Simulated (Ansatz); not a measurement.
# CaSe (Fm-3m) in Ansatz: a series of runs

One crystal, CaSe, is run at these levels: r2SCAN, PBE; tasks: band structure.

All numbers are computed with Ansatz 0.2.0; they aren't measurements. Logs are shortened: lines on timing, memory, paths and dates and some standing lists are left out, and cuts for length are marked.

**Experimental background.**

A printed reference work, monograph, original work of 1988 reports, for a bulk crystal of CaSe at 2 K: band gap 3.85 eV (indirect).

The runs below are set against these values where they give the same quantity.

### 1 Starting point

The structure is cubic, space group Fm-3m (No. 225). The conventional cell has a = 5.912 Å, b = 5.912 Å, c = 5.912 Å, α = 90.00°, β = 90.00°, γ = 90.00°. Around Se (site symmetry m-3m) lie 6 Ca at 2.96 Å. Around Ca (site symmetry m-3m) lie 6 Se at 2.96 Å.

### 2 Band structure, r2SCAN

input.yaml reads:

```yaml
crystal:
  lattice:
    - [0.0, 2.956, 2.956]
    - [2.956, 0.0, 2.956]
    - [2.956, 2.956, 0.0]
  atoms:
    - { symbol: Se, position: [0.5, 0.5, 0.5] }
    - { symbol: Ca, position: [0.0, 0.0, 0.0] }
hamiltonian:
  xc: r2scan
  pseudopotentials: { kind: paw }
kpoints:
  mp_grid: { grid: [8, 8, 8] }
  band_path:
    path:
      - [[0.0, 0.0, 0.0], [0.5, 0.0, 0.5], [0.5, 0.25, 0.75], [0.375, 0.375, 0.75], [0.0, 0.0, 0.0], [0.5, 0.5, 0.5], [0.625, 0.25, 0.625], [0.5, 0.25, 0.75], [0.5, 0.5, 0.5], [0.375, 0.375, 0.75]]
      - [[0.625, 0.25, 0.625], [0.5, 0.0, 0.5]]
    npoints: 14
scf:
  occupations: { method: fermi_dirac, width: 0.05 }
  n_extra_bands: 6
output:
  forces: true
  stress: true
  eigenvalues: true
  fatbands: true
```

Potentials or basis: Ansatz PAW.

On the command line:

```sh
> ansatz run input.yaml --threads 2 --pin off --max-ram 5632MiB --backend cpu --events-out ev --progress --plain --runs-dir out
```

The log of the run:

```text
Warning: RAYON_NUM_THREADS=2 ignored (pool sized by the plan → 2); use --threads N
scf.n_extra_bands = 6 over 13 filled bands (N_el = 26.0): the run solves 19 bands
Engine: ansatz 0.2.0, aarch64-unknown-linux-gnu
Pseudopotentials: kind: paw
Pseudopotential: Se, paw, valence charge 16, recommended cutoff 500 eV (meta_gga), Se.paw.azcp
Pseudopotential: Ca, paw, valence charge 10, recommended cutoff 500 eV (meta_gga), Ca.paw.azcp
Functional definition: r2SCAN
  parameter k0 = 0.174
  parameter k1 = 0.065
  parameter a1 = 4.9479
  exchange = r2scan_x(k0 = k0, k1 = k1, a1 = a1)
  correlation = r2scan_c
Crystal: 2 atoms, lattice volume = 51.659 Å³
Basis set: ecut = 500 eV, 1363 PW (Γ), exchange–correlation on 128×128×128 points (64 copies of the dense FFT grid, shifted against one another)
Bands: 19, of which v1, the nominal top of the filled ones, is band 13 counted from 1 (12 counted from 0)
Symmetry: 48 space group operations
Space group: Fm-3m (ITA 225), of the structure as read, at distance tolerance 3.7e-5 Å
k-points: 29 of 512
Non-local potential: Se, projectors of the file, l = 0: 2, l = 1: 2, l = 2: 3, l = 3: 1
Non-local potential: Ca, projectors of the file, l = 0: 3, l = 1: 2, l = 2: 2
PAW form: soft (Blöchl's): semilocal exchange-correlation on the pseudo side does not see the compensation charge
PAW frozen core: Se, regenerated for the run's functional (the file was generated under x = pbe(κ = 0.804, μ = 0.2195149727645171), c = pbe(β = 0.06672455060314922))
PAW frozen core: Ca, regenerated for the run's functional (the file was generated under x = pbe(κ = 0.804, μ = 0.2195149727645171), c = pbe(β = 0.06672455060314922))
PAW one-centre angular grid: Se, 590 points (default); XC on 160 Gauss nodes
PAW one-centre angular grid: Ca, 302 points (default); XC on 160 Gauss nodes
Initial density: superposition of atomic densities (neutral atoms: chi_scale 0, normalization atom), corrected by the library's trained network
Initial wavefunctions: pseudopotential atomic-orbital guess
Functional: x = r2scan, c = r2scan; τ floored in thin density (d = 2e-4 eV/Å³)
SCF iter   1: F=—  HF=-7304.410869 eV  |F-HF|=—  |Δ(HF+E_count)|=         —  Δρ=5.75e-3  dr2=2.58e-2  dr2_τ=9.24e-3  ethr=1.77e-3  ⟨swp⟩=7.3  Hψ=3296  notcnv=0  defer=3
preconditioner: auto → none  [insulator: Δε(μ)=2.614 eV  Ē_g=10.366 eV  σ=0.050 eV  W_gap=1.00  n_scr=14 (ndim 8)  ℏωp=14.6 eV  f_vac=0.000  D(μ)=0.00/eV (n_scr^D=0)  ε∞_Penn≈3.0]
SCF iter   2: F=—  HF=-7304.447793 eV  |F-HF|=—  |Δ(HF+E_count)|=   3.69e-2  Δρ=1.84e-3  dr2=9.85e-4  dr2_τ=4.24e-4  ethr=9.93e-5  ⟨swp⟩=3.1  Hψ=1297  notcnv=0  defer=37
SCF iter   3: F=—  HF=-7304.447853 eV  |F-HF|=—  |Δ(HF+E_count)|=   6.07e-5  Δρ=8.82e-4  dr2=1.91e-4  dr2_τ=1.77e-5  ethr=3.79e-6  ⟨swp⟩=2.0  Hψ=891  notcnv=0  defer=37
SCF iter   4: F=—  HF=-7304.447961 eV  |F-HF|=—  |Δ(HF+E_count)|=   1.07e-4  Δρ=2.73e-4  dr2=1.99e-5  dr2_τ=3.97e-6  ethr=7.34e-7  ⟨swp⟩=2.0  Hψ=746  notcnv=0  defer=37
SCF iter   5: F=—  HF=-7304.447964 eV  |F-HF|=—  |Δ(HF+E_count)|=   3.49e-6  Δρ=3.96e-5  dr2=4.70e-7  dr2_τ=3.99e-8  ethr=7.66e-8  ⟨swp⟩=2.4  Hψ=901  notcnv=0  defer=37
SCF iter   6: F=-7304.447964 eV  HF=-7304.447964 eV  |F-HF|=1.11e-8  |Δ(HF+E_count)|=   3.12e-8  Δρ=4.93e-6  dr2=1.14e-8  dr2_τ=1.22e-9  ethr=3.85e-10  ⟨swp⟩=8.4  Hψ=2646  notcnv=0
SCF 1 converged in 6 iterations: F = -7304.447964 eV  dr2 = 1.14e-8
NSCF: frozen V_eff on 142 k-points
SCF converged after 6 iterations
Free energy (F): -7304.447964 eV
Harris-Foulkes:  -7304.447964 eV  (|F-HF|=1.11e-8)
Internal energy: -7304.447964 eV  (E = F + TS)
E sigma→0 (E₀):  -7304.447964 eV
Fermi energy:    8.079914 eV
--- Per-component energies (eV) ---
  E_band       = -531.524966
  E_kinetic    = 398.790894
  E_local      = -3202.035314  (includes V_loc(G=0)·N_el)
  E_nonlocal   = -533.384168
  E_hartree    = 1471.728660
  E_xc         = -236.981301
  E_vxc        = -301.988137  (∫ρ·V_xc dr)
  E_paw        = -2788.146735  (= ΣΔE_a)
  E_vpaw       = 146.867491  (= ΣTr[D̂ρ^β])
  E_aug_tail   = -0.000213  (compensation charges beyond the density's cutoff)
  E_vtau       = 16.769798  (kinetic-family band-sum trace: ∫τ·v_τ [+ j·A + Jᵃ·Aᵃ] dr)
  E_ewald      = -2412.434353
  E_core_change = -1.985436  (= ΣΔE_core)
  E_smearing   = -0.000000  (= −TS)
  E_closure    = 0.000000  (closes the sum)
  Σ components = -7304.447964   (vs F -7304.447964, Δ=0.00e0)
--- Forces (eV/Å), atoms counted from 1 ---
  atom   1  Se     0.00000000    -0.00000000     0.00000000
  atom   2  Ca    -0.00000000     0.00000000     0.00000000
  max |Σ_I F_I| component: 8.55e-31 eV/Å
--- Stress (GPa, compression-positive) ---
        0.609714       0.000000       0.000000
       -0.000000       0.609714       0.000000
        0.000000       0.000000       0.609714
  P = ⅓ Tr σ = 0.6097 GPa (6.097 kbar)
--- Band table (eV; the first three rows and the last of 29) ---
  k-point 0: bands = ["-39.6748", "-39.6748", "-39.6687", "-39.6687", "-39.6687", "-34.4691", "-14.5771", "-14.5771", "-14.5771", "-5.3621", "6.8337", "6.8337", "6.8337", "10.9864", "11.0545", "11.0545", "11.0545", "11.6611", "11.6611"]
  k-point 1: bands = ["-39.6748", "-39.6748", "-39.6687", "-39.6687", "-39.6687", "-34.4681", "-14.5946", "-14.5781", "-14.5781", "-5.2657", "6.1063", "6.6013", "6.6013", "11.0327", "11.2745", "11.2745", "11.8624", "12.0707", "12.0707"]
  k-point 2: bands = ["-39.6748", "-39.6748", "-39.6686", "-39.6686", "-39.6686", "-34.4657", "-14.6362", "-14.5805", "-14.5805", "-5.0212", "4.8660", "6.1450", "6.1450", "11.1370", "11.8152", "11.8152", "13.0895", "13.0895", "13.2969"]
  k-point 28: bands = ["-39.6750", "-39.6748", "-39.6686", "-39.6686", "-39.6684", "-34.4598", "-14.6344", "-14.6344", "-14.6169", "-4.6647", "4.8401", "4.8401", "5.1650", "11.7710", "11.7710", "12.7292", "13.2158", "13.4847", "16.2703"]
```

It took 11 s on 2 threads of Arm Neoverse N1, shared host; peak memory 0.45 GiB.

Results:

```
Free energy             : -7304.4480 eV
Pressure                : 0.6 GPa
Band gap on the k mesh  : 2.49 eV, indirect (least direct gap 3.44 eV)
Band gap along the path : 2.49 eV, indirect (least direct gap 3.44 eV)
```

Levels at the corners of the path, in eV from the valence-band top:
```csv
point,band 11,band 12,band 13,band 14,band 15,band 16
Γ,0.00,0.00,0.00,4.15,4.22,4.22
X,-2.55,-0.95,-0.95,2.49,5.62,5.82
W,-1.99,-1.99,-1.67,4.94,4.94,5.90
K,-2.28,-2.04,-1.12,3.78,6.32,6.32
Γ,0.00,0.00,0.00,4.15,4.22,4.22
L,-3.28,-1.19,-1.19,5.13,6.09,6.11
U,-2.28,-2.04,-1.12,3.78,6.32,6.32
W,-1.99,-1.99,-1.67,4.94,4.94,5.90
L,-3.28,-1.19,-1.19,5.13,6.09,6.11
K,-2.28,-2.04,-1.12,3.78,6.32,6.32
U,-2.28,-2.04,-1.12,3.78,6.32,6.32
X,-2.55,-0.95,-0.95,2.49,5.62,5.82
```

Caveat: the PAW data sets come from PBE, with cores solved anew for the run's functional, which leaves a small shift of forces and pressure.

### 3 Band structure, PBE

input.yaml, as its differences from that of step 2:

```diff
@@ -9,3 +9,3 @@
 hamiltonian:
-  xc: r2scan
+  xc: pbe
   pseudopotentials: { kind: paw }
@@ -25,2 +25,2 @@
   eigenvalues: true
-  fatbands: true
+  fatbands: false
```

Potentials or basis: Ansatz PAW.

On the command line:

```sh
> ansatz run input.yaml --threads 2 --pin off --max-ram 5632MiB --backend cpu --events-out ev --progress --plain --runs-dir out
```

Run time: 3.5 s. Hardware: 2 threads of Arm Neoverse N1, shared host; peak memory 0.32 GiB.

The run converged. Its results:

| Property | Result |
| --- | --- |
| Free energy | -7289.9987 eV |
| Pressure | 1.2 GPa |
| Band gap on the k mesh | 2.03 eV, indirect (least direct gap 2.96 eV) |
| Band gap along the path | 2.03 eV, indirect (least direct gap 2.96 eV) |

Levels at the corners of the path, in eV from the valence-band top:
```
point  band 9  band 10  band 11  band 12  band 13  band 14  band 15  band 16  band 17  band 18
    Γ  -20.75   -11.80     0.00     0.00     0.00     3.36     3.71     3.71     3.71     4.28
    X  -20.78   -11.22    -2.52    -0.93    -0.93     2.03     5.05     5.07     6.03     6.05
    W  -20.79   -11.13    -1.98    -1.98    -1.67     4.41     4.41     5.26     5.74     6.05
    K  -20.77   -11.15    -2.26    -2.05    -1.11     3.28     5.68     5.72     5.73     5.95
    Γ  -20.75   -11.80     0.00     0.00     0.00     3.36     3.71     3.71     3.71     4.28
    L  -20.76   -11.11    -3.28    -1.20    -1.20     4.52     5.48     5.51     5.51     7.52
    U  -20.77   -11.15    -2.26    -2.05    -1.11     3.28     5.68     5.72     5.73     5.95
    W  -20.79   -11.13    -1.98    -1.98    -1.67     4.41     4.41     5.26     5.74     6.05
    L  -20.76   -11.11    -3.28    -1.20    -1.20     4.52     5.48     5.51     5.51     7.52
    K  -20.77   -11.15    -2.26    -2.05    -1.11     3.28     5.68     5.72     5.73     5.95
    U  -20.77   -11.15    -2.26    -2.05    -1.11     3.28     5.68     5.72     5.73     5.95
    X  -20.78   -11.22    -2.52    -0.93    -0.93     2.03     5.05     5.07     6.03     6.05
```

### 4 Against experiment

Step 2. A measured gap of CaSe is 3.85 eV (indirect; 2 K; a printed reference work, monograph, original work of 1988); the calculated 2.49 eV misses it by -1.36 eV. Spin-orbit coupling on Se is left out. The value is that of r2SCAN, without temperature or zero-point motion.

Step 3. Against the measured gap of CaSe, 3.85 eV (indirect; 2 K; a printed reference work, monograph, original work of 1988), the calculated 2.03 eV is off by -1.82 eV. Spin-orbit coupling on Se is left out. The value is that of PBE, without temperature or zero-point motion. Semilocal functionals fall short of measured gaps as a rule.
